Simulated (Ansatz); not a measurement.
WS2, a slab with vacuum:

```
CELL_PARAMETERS angstrom
3.18352 0.00000 0.00000
-1.59176 2.75701 0.00000
0.00000 0.00000 16.95058
ATOMIC_POSITIONS crystal
W 0.00000 0.00000 0.00000
S 0.33333 0.66667 0.09200
S 0.33333 0.66667 0.90800
```

Below is the output of Ansatz 0.2.0 for this cell. Logs are shortened: lines on timing, memory, paths and dates and some standing lists are left out, and cuts for length are marked.

```text
Warning: RAYON_NUM_THREADS=2 ignored (pool sized by the plan → 2); use --threads N
Engine: ansatz 0.2.0, x86_64-unknown-linux-gnu
Pseudopotentials: kind: paw
Pseudopotential: W, paw, valence charge 14, recommended cutoff 420 eV (normal), W.paw.azcp
Pseudopotential: S, paw, valence charge 6, recommended cutoff 420 eV (normal), S.paw.azcp
Functional definition: PBE
  parameter kappa = 0.804
  parameter beta = 0.06672455060314922
  exchange = pbe_x(kappa = kappa, mu = beta*pi^2/3)
  correlation = pbe_c(beta = beta)
Crystal: 3 atoms, lattice volume = 148.775 Å³
Basis set: ecut = 420 eV, 2937 PW (Γ), exchange–correlation on 48×48×240 points (8 copies of the dense FFT grid, shifted against one another)
Bands: 17, of which v1, the nominal top of the filled ones, is band 13 counted from 1 (12 counted from 0)
Symmetry: 12 space group operations
Space group: P-6m2 (ITA 187), of the structure as read, at distance tolerance 5.3e-5 Å
k-points: 28 of 200 (time reversal used)
Non-local potential: W, projectors of the file, l = 0: 3, l = 1: 2, l = 2: 2, l = 3: 1
Non-local potential: S, projectors of the file, l = 0: 2, l = 1: 2, l = 2: 2
PAW form: soft (Blöchl's): semilocal exchange-correlation on the pseudo side does not see the compensation charge
PAW one-centre angular grid: W, 590 points (default); XC on 64 Gauss nodes
PAW one-centre angular grid: S, 110 points (default); XC on 64 Gauss nodes
Initial density: superposition of atomic densities (neutral atoms: chi_scale 0, normalization atom), corrected by the library's trained network
Initial wavefunctions: pseudopotential atomic-orbital guess
Functional: x = pbe(κ = 0.804, μ = 0.2195149727645171), c = pbe(β = 0.06672455060314922)
SCF iter   1: F=—  HF=-12191.428604 eV  |F-HF|=—  |Δ(HF+E_count)|=         —  Δρ=3.44e-3  dr2=2.25e-2  ethr=1.77e-3  ⟨swp⟩=9.6  Hψ=3467  notcnv=0
preconditioner: auto → none  [insulator: Δε(μ)=1.943 eV  Ē_g=8.716 eV  σ=0.025 eV  W_gap=1.00  n_scr=10 (ndim 8)  ℏωp=12.9 eV  f_vac=0.610  D(μ)=0.00/eV (n_scr^D=0)  ε∞_Penn≈3.2]
SCF iter   2: F=—  HF=-12191.440613 eV  |F-HF|=—  |Δ(HF+E_count)|=   1.20e-2  Δρ=3.64e-3  dr2=6.49e-2  ethr=8.64e-5  ⟨swp⟩=4.2  Hψ=1342  notcnv=0
SCF iter   3: F=—  HF=-12191.431523 eV  |F-HF|=—  |Δ(HF+E_count)|=   9.09e-3  Δρ=1.29e-3  dr2=1.73e-3  ethr=8.64e-5  ⟨swp⟩=3.0  Hψ=885  notcnv=0
SCF iter   4: F=—  HF=-12191.433467 eV  |F-HF|=—  |Δ(HF+E_count)|=   1.94e-3  Δρ=2.14e-4  dr2=1.80e-5  ethr=6.67e-6  ⟨swp⟩=2.1  Hψ=773  notcnv=0
SCF iter   5: F=—  HF=-12191.433550 eV  |F-HF|=—  |Δ(HF+E_count)|=   8.33e-5  Δρ=2.89e-5  dr2=1.51e-6  ethr=6.92e-8  ⟨swp⟩=3.1  Hψ=1117  notcnv=0
SCF iter   6: F=—  HF=-12191.433550 eV  |F-HF|=—  |Δ(HF+E_count)|=   1.20e-7  Δρ=9.29e-6  dr2=1.05e-7  ethr=3.85e-10  ⟨swp⟩=12.8  Hψ=4751  notcnv=0
SCF iter   7: F=-12191.433550 eV  HF=-12191.433550 eV  |F-HF|=1.81e-9  |Δ(HF+E_count)|=   1.22e-7  Δρ=2.16e-6  dr2=1.60e-8  ethr=3.85e-10  ⟨swp⟩=11.9  Hψ=3778  notcnv=0
SCF 1 converged in 7 iterations: F = -12191.433550 eV  dr2 = 1.60e-8
  greatest PAW one-centre occupation: 1.000 electrons in one spin orbital (limit 2), on the W atom at site 0 (counted from 0), in its partial waves of l = 0
SCF converged after 7 iterations
Free energy (F): -12191.433550 eV
Harris-Foulkes:  -12191.433550 eV  (|F-HF|=1.81e-9)
Internal energy: -12191.433550 eV  (E = F + TS)
E sigma→0 (E₀):  -12191.433550 eV
Fermi energy:    1.283734 eV
--- Per-component energies (eV) ---
  E_band       = -466.540503
  E_kinetic    = 665.925321
  E_local      = -12404.977414  (includes V_loc(G=0)·N_el)
  E_nonlocal   = 57.289514
  E_hartree    = 5882.515048
  E_xc         = -461.956179
  E_vxc        = -414.737605  (∫ρ·V_xc dr)
  E_paw        = -9763.118687  (= ΣΔE_a)
  E_vpaw       = -135.080170  (= ΣTr[D̂ρ^β])
  E_aug_tail   = -0.000060  (compensation charges beyond the density's cutoff)
  E_ewald      = 3832.888907
  E_smearing   = -0.000000  (= −TS)
  E_closure    = -0.000000  (closes the sum)
  Σ components = -12191.433550   (vs F -12191.433550, Δ=0.00e0)
--- Forces (eV/Å), atoms counted from 1 ---
  atom   1  W      0.00000000    -0.00000000     0.00000000
  atom   2  S     -0.00000000     0.00000000     0.25928045
  atom   3  S     -0.00000000     0.00000000    -0.25928045
  max |Σ_I F_I| component: 3.24e-17 eV/Å
--- Stress (GPa, compression-positive) ---
        0.443804       0.000000       0.000000
        0.000000       0.443804       0.000000
        0.000000       0.000000       0.870834
  P = ⅓ Tr σ = 0.5861 GPa (5.861 kbar)
--- Band table (eV; the first three rows and the last of 28) ---
  k-point 0: bands = ["-73.6538", "-37.9341", "-37.7853", "-37.7853", "-14.4967", "-12.8215", "-6.0555", "-2.6184", "-2.6184", "-1.7845", "-1.3715", "-1.3715", "0.2884", "3.1798", "3.1798", "3.3615", "3.3615"]
  k-point 1: bands = ["-73.6538", "-37.9341", "-37.7853", "-37.7853", "-14.4967", "-12.8215", "-6.0555", "-2.6184", "-2.6184", "-1.7845", "-1.3715", "-1.3715", "0.2884", "3.1798", "3.1798", "3.3615", "3.3615"]
  k-point 2: bands = ["-73.6522", "-37.9282", "-37.8180", "-37.7929", "-14.3328", "-12.7632", "-5.8618", "-3.0299", "-2.4578", "-2.3459", "-1.6217", "-1.0959", "0.1934", "2.9944", "3.0609", "3.2174", "3.4813"]
  k-point 27: bands = ["-73.6352", "-38.0497", "-37.9785", "-37.8655", "-12.1191", "-11.9623", "-5.4124", "-5.2387", "-4.0028", "-3.5444", "-3.0171", "-1.9553", "0.1263", "2.2796", "3.7227", "4.1876", "5.7397"]
```

**Question.** Write the input and the command behind it.

**Answer.** Single point with PBE, no spin polarisation. The files as run (others can give the same):

input.yaml
```yaml
crystal:
  lattice:
    - [3.1835163552, 0.0, 0.0]
    - [-1.5917581776, 2.7570060369, 0.0]
    - [0.0, 0.0, 16.95057789]
  atoms:
    - { symbol: W, position: [0.0, 0.0, 0.0] }
    - { symbol: S, position: [0.3333333333, 0.6666666667, 0.09200051] }
    - { symbol: S, position: [0.3333333333, 0.6666666667, 0.90799949] }
hamiltonian:
  xc: pbe
  pseudopotentials: { kind: paw }
kpoints:
  mp_grid: { grid: [10, 10, 2] }
scf:
  occupations: { method: gaussian, width: 0.025 }
output:
  forces: true
  stress: true
  eigenvalues: true
  write_density: true
  write_potential: true
  elf: true
  volumetric_format: npy
```

Potentials or basis: Ansatz PAW.
Command:
```sh
$ ansatz run input.yaml --threads 2 --pin off --max-ram 5632MiB --backend cpu --events-out ev --progress --plain --runs-dir out
```

Caveat: spin-orbit coupling is left out, which moves the levels of the heavy elements.
